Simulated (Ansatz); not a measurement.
A run of Ansatz 0.2.0 is set up as follows.

Contents of run.py:

```python
import json

import ase.io
import numpy as np

import ansatz as az

atoms = ase.io.read("Sb.xyz")

calculation = (
    az.Crystal.from_ase(atoms)
    .calculation()
    .kpoints(8, 8, 8)
    .functional(exchange="pbe", correlation="none")
    .pseudopotentials(kind="paw", partial_waves="polarizable")
    .occupations(method="fermi_dirac", width=0.1)
    .density()
    .potential()
    .output_files(volumetric_format="npy")
    .electron_localization_function()
    .forces()
    .stress()
    .band_table(publish=True)
)
outcome = calculation.run(threads=2, events_out="events.jsonl")

report = outcome.report
for line in open("events.jsonl"):
    event = json.loads(line)
    if event["event"] == "scf_iter":
        d = event["data"]
        print(f"SCF {d['iter']:3d}  HF = {d['harris_foulkes_ev']:.6f} eV  dr2 = {d['dr2_ev']:.2e} eV")
    elif event["event"] in ("relax_step", "md_step"):
        d = event["data"]
        print(f"{event['event']} {d['step']:3d}  E = {d['lagrangian_ev']:.6f} eV")
np.set_printoptions(precision=5, suppress=True, linewidth=110)
print("converged:", report["converged"], "after", report["n_iterations"], "iterations")
print(f"free energy {report['free_energy_ev']:.6f} eV, Fermi level {report['fermi_energy_ev']:.4f} eV")
for key in ("band_edges_ev", "magnetization_mub", "site_moments_mub", "site_moments_nc_mub", "forces_ev_ang",
                "stress_gpa", "kpoints_frac", "eigenvalues_ev"):
    if report.get(key) is not None:
        print(key, np.array(report[key]), sep="\n")
```

Contents of Sb.xyz:

```xyz
2
Lattice="2.1542000000 1.2437279499 3.7580000000 -2.1542000000 1.2437279499 3.7580000000 0.0000000000 -2.4874558998 3.7580000000" Properties=species:S:1:pos:R:3 pbc="T T T"
Sb     0.0000000000      0.0000000000      8.6416337400
Sb     0.0000000000      0.0000000000      2.6323662600
```

Potentials or basis: Ansatz PAW polarizable.

The run is started by

```bash
$ python run.py
```

Estimate the largest force.

0.318 eV/Å.

What does it give for the band gap on the k mesh?

None (metal or under the smearing width).

Estimate the pressure.

12.3 GPa.

Forces on the atoms (eV/Å):
```
Sb   0.000  0.000 -0.318
Sb   0.000  0.000  0.318
```

Caveat: the potentials were made for another functional, which shifts forces and pressure. Spin-orbit coupling is left out, which matters for the levels of Sb.
